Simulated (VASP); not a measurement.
# KI (Fm-3m) in VASP: further runs

The runs below take KI through relaxation of the atoms, with PBEsol.

All numbers are computed with VASP 6.6.1; they aren't measurements. Logs are shortened: lines on timing, memory, paths and dates and some standing lists are left out, and cuts for length are marked.

**The experiment to reproduce.**

From a printed reference work, monograph, for a bulk crystal of KI: band gap 6.32 eV.

The runs below are set against these values where they give the same quantity.

### 1 The crystal as given

Symmetry: Fm-3m, No. 225, cubic system. Conventional cell: a = 7.016 Å, b = 7.016 Å, c = 7.016 Å, α = 90.00°, β = 90.00°, γ = 90.00°. Around K (site symmetry m-3m) lie 6 I at 3.51 Å. I (site symmetry m-3m) is surrounded by 6 K at 3.51 Å.

### 2 Relaxation of the atoms, PBEsol (a relaxed cell with its volume scaled by 0.96)

File INCAR:

```
PREC = Accurate ; ENCUT = 600
EDIFF = 1E-7 ; ISMEAR = 0
SIGMA = 0.03 ; LREAL = False
LASPH = True ; NELM = 80
ALGO = Normal ; ISIF = 2
LWAVE = False ; LCHARG = False
GGA = PS ; IBRION = 2
NSW = 40 ; EDIFFG = -0.01
```

File KPOINTS:

```
Automatic mesh
0
Gamma
  8 8 8
```

File POSCAR:

```
KI                                      
1.0
    0.0000000000      3.4607098569      3.4607098569
    3.4607098569      0.0000000000      3.4607098569
    3.4607098569      3.4607098569      0.0000000000
  K               I             
     1     1
Direct
     0.0000000000000000    0.0000000000000000    0.0000000000000000
     0.5000000000000000    0.5000000000000000    0.5000000000000000
```

Potentials or basis: VASP PAW PBE potentials, release 64 (K_sv, I).

The run is started by

```sh
$ cat potpaw_PBE.64/K_sv/POTCAR potpaw_PBE.64/I/POTCAR > POTCAR
$ mpirun -np 1 vasp_std > vasp.out
```

OUTCAR:

```text
PREC = Accurate
   ENCUT = 600
   EDIFF = 1E-7
   ISMEAR = 0
   LREAL = False
   LASPH = True
   NELM = 80
   ISIF = 2
   GGA = PS
   IBRION = 2
   NSW = 40
   EDIFFG = -0.01

 ion  position               nearest neighbor table
   1  0.000  0.000  0.000-   2 3.46   2 3.46   2 3.46   2 3.46   2 3.46   2 3.46
   2  0.500  0.500  0.500-   1 3.46   1 3.46   1 3.46   1 3.46   1 3.46   1 3.46

  LATTYP: Found a face centered cubic cell.
 ALAT       =     6.9214197138

  Lattice vectors:

 A1 = (   0.0000000000,   3.4607098569,   3.4607098569)
 A2 = (   3.4607098569,   0.0000000000,   3.4607098569)
 A3 = (   3.4607098569,   3.4607098569,   0.0000000000)

Analysis of symmetry for initial positions (statically):
=====================================================================
 Subroutine PRICEL returns:
 Original cell was already a primitive cell.

 Routine SETGRP: Setting up the symmetry group for a
 face centered cubic supercell.

 Subroutine GETGRP returns: Found 48 space group operations
 (whereof 48 operations were pure point group operations)
 out of a pool of 48 trial point group operations.

The static configuration has the point symmetry O_h .

Analysis of symmetry for dynamics (positions and initial velocities):
=====================================================================
 Subroutine PRICEL returns:
 Original cell was already a primitive cell.

 Routine SETGRP: Setting up the symmetry group for a
 face centered cubic supercell.

 Subroutine GETGRP returns: Found 48 space group operations
 (whereof 48 operations were pure point group operations)
 out of a pool of 48 trial point group operations.

The dynamic configuration has the point symmetry O_h .

 Subroutine INISYM returns: Found 48 space group operations
 (whereof 48 operations are pure point group operations),
 and found     1 'primitive' translations

----------------------------------------------------------------------------------------

                                     Primitive cell

  volume of cell :      82.8945

  direct lattice vectors                    reciprocal lattice vectors
     0.000000000  3.460709857  3.460709857    -0.144479029  0.144479029  0.144479029
     3.460709857  0.000000000  3.460709857     0.144479029 -0.144479029  0.144479029
     3.460709857  3.460709857  0.000000000     0.144479029  0.144479029 -0.144479029

  length of vectors
     4.894182815  4.894182815  4.894182815     0.250245019  0.250245019  0.250245019

[... 93 lines left out ...]
   EMIN   =  10.00;   EMAX   =-10.00  energy-range for DOS
   EFERMI =   0.00;   METHOD = LEGACY
   ISMEAR =     0;   SIGMA  =   0.03  broadening in eV -4-tet -1-fermi 0-gaus
   EFERMI_NEDOS =   21; number of points for ismear=-14 and -15
   IALGO  =     38    algorithm
   IMIX   =      4    mixing-type and parameters
     AMIX     =   0.40;   BMIX     =  1.00
     AMIX_MAG =   1.60;   BMIX_MAG =  1.00
  volume/ion in A,a.u.               =      41.45       279.70
  Fermi-wavevector in a.u.,A,eV,Ry     =   0.946106  1.787880 12.178791  0.895116
  Thomas-Fermi vector in A             =   2.074071
   LORBIT       =      0    0 simple, 1 ext, 2 COOP (PROOUT), +10 PAW based schemes
   GGA     = PS    functional components
   LHFCALC =     F    Hartree Fock is set to
   AEXX    =    0.0000 exact exchange contribution
   IVDW    =     0    specifies the selected vdW correction
   LEPSILON=     F    determine dielectric tensor
   LRPA    =     F    only Hartree local field effects (RPA)
 conjugate gradient relaxation of ions
 non-spin polarized calculation
 Gauss-broadening in eV      SIGMA  =   0.03
  energy-cutoff  :      600.00
  volume of cell :       82.89
 maximum number of plane-waves:      2788
   NGX = 19   NGY = 19   NGZ = 19

 number of electron      16.0000001 magnetization

 Free energy of the ion-electron system (eV)
  ---------------------------------------------------
  ext. energy  EPLUGINS =         0.00000000
  ---------------------------------------------------
  free energy    TOTEN  =        -5.81030608 eV

  energy without entropy =       -5.81030608  energy(sigma->0) =       -5.81030608

 E-fermi :  -0.0210     XC(G=0):  -7.5961

 val. band max:       -0.1768664569   @ k =   0.0000   0.0000   0.0000
 cond. band min:       3.7737773287   @ k =   0.0000   0.0000   0.0000
 fundamental gap:      3.9506437855
 Fermi energy:        -0.0209735500

 k-point     1 :       0.0000    0.0000    0.0000
  band No.  band energies     occupation
      1     -28.4010      2.00000
      2     -11.9633      2.00000
      3     -11.9633      2.00000
      4     -11.9633      2.00000
      5     -10.8143      2.00000
      6      -0.1769      2.00000
      7      -0.1769      2.00000
      8      -0.1769      2.00000
      9       3.7738      0.00000
     10       6.2115      0.00000
     11       6.2115      0.00000
     12       6.2115      0.00000
[... 331 lines left out ...]
 k-point    24 :      -0.3750    0.2500    0.1250
  band No.  band energies     occupation
      1     -28.3974      2.00000
      2     -12.1336      2.00000
      3     -11.9867      2.00000
      4     -11.9750      2.00000
      5     -10.4825      2.00000
      6      -1.4352      2.00000
      7      -0.8027      2.00000
      8      -0.6285      2.00000
      9       5.7960      0.00000
     10       6.6092      0.00000
     11       7.3551      0.00000
     12       8.1465      0.00000

 [... further k-points ...]

------------------------ aborting loop because EDIFF is reached ----------------------------------------

  FORCE on cell =-STRESS in cart. coord.  units (eV):
  Direction    XX          YY          ZZ          XY          YZ          ZX
  --------------------------------------------------------------------------------------
  -------------------------------------------------------------------------------------
  Total        0.2817339      0.2817339      0.2817339     -0.0000000     -0.0000000      0.0000000
  in kB        5.4453296      5.4453296      5.4453296     -0.0000000     -0.0000000      0.0000000
  external PRESSURE =       5.4453296 kB  Pullay stress =       0.0000000 kB

 VOLUME and BASIS-vectors are now :
 -----------------------------------------------------------------------------
  energy-cutoff  :      600.00
  volume of cell :       82.89
      direct lattice vectors                 reciprocal lattice vectors
     0.000000000  3.460709857  3.460709857    -0.144479029  0.144479029  0.144479029
     3.460709857  0.000000000  3.460709857     0.144479029 -0.144479029  0.144479029
     3.460709857  3.460709857  0.000000000     0.144479029  0.144479029 -0.144479029

 POSITION                                       TOTAL-FORCE (eV/Angst)
 -----------------------------------------------------------------------------------
      0.00000      0.00000      0.00000        -0.000000     -0.000000      0.000000
      3.46071      3.46071      3.46071         0.000000      0.000000     -0.000000
 -----------------------------------------------------------------------------------
    total drift:                                0.000000     -0.000000     -0.000000

  FREE ENERGIE OF THE ION-ELECTRON SYSTEM (eV)
  ---------------------------------------------------
  free  energy   TOTEN  =        -5.8103060761 eV

  energy  without entropy=       -5.8103060761  energy(sigma->0) =       -5.81030608

 reached required accuracy - stopping structural energy minimisation
```

OSZICAR:

```text
N       E                     dE             d eps       ncg     rms          rms(c)
DAV:   1     0.992435380810E+02    0.99244E+02   -0.71638E+03   696   0.128E+03
DAV:   2     0.824310295365E+00   -0.98419E+02   -0.91701E+02   820   0.262E+02
DAV:   3    -0.550226882870E+01   -0.63266E+01   -0.62967E+01   892   0.608E+01
DAV:   4    -0.588605233155E+01   -0.38378E+00   -0.38351E+00  1304   0.127E+01
DAV:   5    -0.588768238120E+01   -0.16300E-02   -0.16300E-02   904   0.871E-01    0.333E+00
DAV:   6    -0.581274045703E+01    0.74942E-01   -0.10408E-01   864   0.243E+00    0.237E+00
DAV:   7    -0.580685448088E+01    0.58860E-02   -0.12126E-01   856   0.227E+00    0.883E-01
DAV:   8    -0.581016735211E+01   -0.33129E-02   -0.16458E-02   828   0.114E+00    0.251E-01
DAV:   9    -0.581005055825E+01    0.11679E-03   -0.59469E-04   920   0.179E-01    0.100E-01
DAV:  10    -0.581030547559E+01   -0.25492E-03   -0.43053E-04   812   0.125E-01    0.948E-02
DAV:  11    -0.581030502612E+01    0.44947E-06   -0.56856E-05   872   0.505E-02    0.138E-02
DAV:  12    -0.581030523195E+01   -0.20583E-06   -0.38006E-06   896   0.196E-02    0.120E-02
DAV:  13    -0.581030598344E+01   -0.75148E-06   -0.84209E-07   824   0.800E-03    0.268E-03
DAV:  14    -0.581030607610E+01   -0.92663E-07   -0.16333E-07   852   0.283E-03
   1 F= -.58103061E+01 E0= -.58103061E+01  d E =-.581031E+01
```

CONTCAR:

```text
KI
   1.00000000000000
     0.0000000000000000    3.4607098568999999    3.4607098568999999
     3.4607098568999999    0.0000000000000000    3.4607098568999999
     3.4607098568999999    3.4607098568999999    0.0000000000000000
  K               I
     1     1
Direct
     0.0000000000000000    0.0000000000000000    0.0000000000000000
     0.5000000000000000    0.5000000000000000    0.5000000000000000

  0.00000000E+00  0.00000000E+00  0.00000000E+00
  0.00000000E+00  0.00000000E+00  0.00000000E+00
```

Wall time 40 s (1 thread of Intel Xeon Platinum 8488C (Sapphire Rapids), shared host); peak memory 0.24 GiB.

Results:

```
Free energy             : -5.8103 eV
Pressure after relaxing : 0.5 GPa
Band gap on the k mesh  : 3.95 eV, direct
```

Final structure:
```yaml
crystal:
  lattice:
    - [0.00000, 3.46071, 3.46071]
    - [3.46071, 0.00000, 3.46071]
    - [3.46071, 3.46071, 0.00000]
  atoms:
    - { symbol: K, position: [0.00000, 0.00000, 0.00000] }
    - { symbol: I, position: [0.50000, 0.50000, 0.50000] }
```

Caveat: the relaxation stopped at its first step, so nothing moved; the PAW data sets were made with another functional, which shifts forces and pressure a little; spin-orbit coupling is left out, which moves the levels of the heavy elements. A k mesh can miss the band edges.

### 3 Relaxation of the atoms, PBEsol (a relaxed cell with its volume scaled by 0.98)

INCAR is that of step 2.

KPOINTS is that of step 2.

File POSCAR:

```
KI                                      
1.0
    0.0000000000      3.4845775757      3.4845775757
    3.4845775757      0.0000000000      3.4845775757
    3.4845775757      3.4845775757      0.0000000000
  K               I             
     1     1
Direct
     0.0000000000000000    0.0000000000000000    0.0000000000000000
     0.5000000000000000    0.5000000000000000    0.5000000000000000
```

Potentials or basis: VASP PAW PBE potentials, release 64 (K_sv, I).

The run is started by

```sh
$ cat potpaw_PBE.64/K_sv/POTCAR potpaw_PBE.64/I/POTCAR > POTCAR
$ mpirun -np 1 vasp_std > vasp.out
```

It took 44 s on 1 thread of Intel Xeon Platinum 8488C (Sapphire Rapids), shared host; peak memory 0.25 GiB.

It converged, with:

* Free energy: -5.8146 eV
* Pressure after relaxing: 0.3 GPa
* Band gap on the k mesh: 3.90 eV, direct

Final structure:
```
K I
1.0
     0.00000    3.48458    3.48458
     3.48458    0.00000    3.48458
     3.48458    3.48458    0.00000
K I
1 1
Direct
  0.00000 0.00000 0.00000
  0.50000 0.50000 0.50000
```

Levels at points of the mesh, in eV from the valence-band top:
```
           k point  band 6  band 7  band 8  band 9  band 10  band 11
(0.00, 0.00, 0.00)    0.00    0.00    0.00    3.90     6.40     6.40
(0.50, 0.00, 0.00)   -1.45   -0.38   -0.38    5.42     7.72     8.15
(0.50, 0.50, 0.00)   -1.09   -0.40   -0.40    4.75     5.76     8.11
```

Caveat: the relaxation stopped at its first step, so nothing moved; the PAW data sets were made with another functional, which shifts forces and pressure a little; spin-orbit coupling is left out, which moves the levels of the heavy elements.

### 4 Relaxation of the atoms, PBEsol

INCAR is that of step 3.

KPOINTS is that of step 3.

File POSCAR:

```
KI                                      
1.0
    0.0000000000      3.5081227330      3.5081227330
    3.5081227330      0.0000000000      3.5081227330
    3.5081227330      3.5081227330      0.0000000000
  K               I             
     1     1
Direct
     0.0000000000000000    0.0000000000000000    0.0000000000000000
     0.5000000000000000    0.5000000000000000    0.5000000000000000
```

Potentials or basis: VASP PAW PBE potentials, release 64 (K_sv, I).

The run is started by

```sh
$ cat potpaw_PBE.64/K_sv/POTCAR potpaw_PBE.64/I/POTCAR > POTCAR
$ mpirun -np 1 vasp_std > vasp.out
```

OUTCAR:

```text
PREC = Accurate
   ENCUT = 600
   EDIFF = 1E-7
   ISMEAR = 0
   LREAL = False
   LASPH = True
   NELM = 80
   ISIF = 2
   GGA = PS
   IBRION = 2
   NSW = 40
   EDIFFG = -0.01

 ion  position               nearest neighbor table
   1  0.000  0.000  0.000-   2 3.51   2 3.51   2 3.51   2 3.51   2 3.51   2 3.51
   2  0.500  0.500  0.500-   1 3.51   1 3.51   1 3.51   1 3.51   1 3.51   1 3.51

  LATTYP: Found a face centered cubic cell.
 ALAT       =     7.0162454660
[... 553 lines left out ...]

  FORCE on cell =-STRESS in cart. coord.  units (eV):
  Direction    XX          YY          ZZ          XY          YZ          ZX
  --------------------------------------------------------------------------------------
  -------------------------------------------------------------------------------------
  Total       -0.0021517     -0.0021517     -0.0021517     -0.0000000      0.0000000     -0.0000000
  in kB       -0.0399244     -0.0399244     -0.0399244     -0.0000000      0.0000000     -0.0000000
  external PRESSURE =      -0.0399244 kB  Pullay stress =       0.0000000 kB

 VOLUME and BASIS-vectors are now :
 -----------------------------------------------------------------------------
  energy-cutoff  :      600.00
  volume of cell :       86.35
      direct lattice vectors                 reciprocal lattice vectors
     0.000000000  3.508122733  3.508122733    -0.142526370  0.142526370  0.142526370
     3.508122733  0.000000000  3.508122733     0.142526370 -0.142526370  0.142526370
     3.508122733  3.508122733  0.000000000     0.142526370  0.142526370 -0.142526370

 POSITION                                       TOTAL-FORCE (eV/Angst)
 -----------------------------------------------------------------------------------
      0.00000      0.00000      0.00000         0.000000     -0.000000     -0.000000
      3.50812      3.50812      3.50812        -0.000000      0.000000      0.000000
 -----------------------------------------------------------------------------------
    total drift:                                0.000000     -0.000000     -0.000000

  FREE ENERGIE OF THE ION-ELECTRON SYSTEM (eV)
  ---------------------------------------------------
  free  energy   TOTEN  =        -5.8160076226 eV

  energy  without entropy=       -5.8160076226  energy(sigma->0) =       -5.81600762

 reached required accuracy - stopping structural energy minimisation
```

OSZICAR:

```text
N       E                     dE             d eps       ncg     rms          rms(c)
DAV:   1     0.100084434037E+03    0.10008E+03   -0.71249E+03   696   0.126E+03
DAV:   2     0.544595368511E+00   -0.99540E+02   -0.92157E+02   832   0.260E+02
DAV:   3    -0.562044524237E+01   -0.61650E+01   -0.61452E+01   936   0.598E+01
DAV:   4    -0.589728396022E+01   -0.27684E+00   -0.27654E+00  1296   0.109E+01
DAV:   5    -0.589845406338E+01   -0.11701E-02   -0.11701E-02   896   0.775E-01    0.304E+00
DAV:   6    -0.581856645041E+01    0.79888E-01   -0.11068E-01   856   0.244E+00    0.219E+00
DAV:   7    -0.581180306616E+01    0.67634E-02   -0.12257E-01   860   0.220E+00    0.872E-01
DAV:   8    -0.581583724796E+01   -0.40342E-02   -0.16209E-02   852   0.110E+00    0.240E-01
DAV:   9    -0.581571835240E+01    0.11890E-03   -0.63618E-04   916   0.177E-01    0.103E-01
DAV:  10    -0.581600337052E+01   -0.28502E-03   -0.47887E-04   828   0.128E-01    0.922E-02
DAV:  11    -0.581600614779E+01   -0.27773E-05   -0.68217E-05   900   0.536E-02    0.140E-02
DAV:  12    -0.581600656501E+01   -0.41722E-06   -0.39961E-06   892   0.205E-02    0.100E-02
DAV:  13    -0.581600744257E+01   -0.87756E-06   -0.10313E-06   840   0.779E-03    0.412E-03
DAV:  14    -0.581600760261E+01   -0.16004E-06   -0.18810E-07   860   0.353E-03    0.102E-03
DAV:  15    -0.581600762263E+01   -0.20019E-07   -0.66048E-09   576   0.708E-04
   1 F= -.58160076E+01 E0= -.58160076E+01  d E =-.581601E+01
```

CONTCAR:

```text
KI
   1.00000000000000
     0.0000000000000000    3.5081227330000000    3.5081227330000000
     3.5081227330000000    0.0000000000000000    3.5081227330000000
     3.5081227330000000    3.5081227330000000    0.0000000000000000
  K               I
     1     1
Direct
     0.0000000000000000    0.0000000000000000    0.0000000000000000
     0.5000000000000000    0.5000000000000000    0.5000000000000000

  0.00000000E+00  0.00000000E+00  0.00000000E+00
  0.00000000E+00  0.00000000E+00  0.00000000E+00
```

Wall time 36 s (1 thread of Intel Xeon Platinum 8488C (Sapphire Rapids), shared host); peak memory 0.25 GiB.

Results:

```yaml
Free_energy: -5.8160 eV
Pressure_after_relaxing: 0.0 GPa
Band_gap_on_the_k_mesh: 3.86 eV, direct
```

Final structure:
```yaml
crystal:
  lattice:
    - [0.00000, 3.50812, 3.50812]
    - [3.50812, 0.00000, 3.50812]
    - [3.50812, 3.50812, 0.00000]
  atoms:
    - { symbol: K, position: [0.00000, 0.00000, 0.00000] }
    - { symbol: I, position: [0.50000, 0.50000, 0.50000] }
```

Levels at points of the mesh, in eV from the valence-band top:
| k point | band 4 | band 5 | band 6 | band 7 | band 8 | band 9 | band 10 | band 11 | band 12 |
| --- | --- | --- | --- | --- | --- | --- | --- | --- | --- |
| (0.00, 0.00, 0.00) | -11.85 | -10.57 | 0.00 | 0.00 | 0.00 | 3.86 | 6.42 | 6.42 | 6.42 |
| (0.50, 0.00, 0.00) | -11.85 | -10.25 | -1.40 | -0.36 | -0.36 | 5.40 | 7.67 | 8.11 | 8.11 |
| (0.50, 0.50, 0.00) | -11.87 | -10.42 | -1.05 | -0.39 | -0.39 | 4.79 | 5.72 | 8.09 | 8.75 |

Caveat: the relaxation stopped at its first step, so nothing moved; the PAW data sets were made with another functional, which shifts forces and pressure a little; spin-orbit coupling is left out, which moves the levels of the heavy elements.

[end of part 1 of 2]
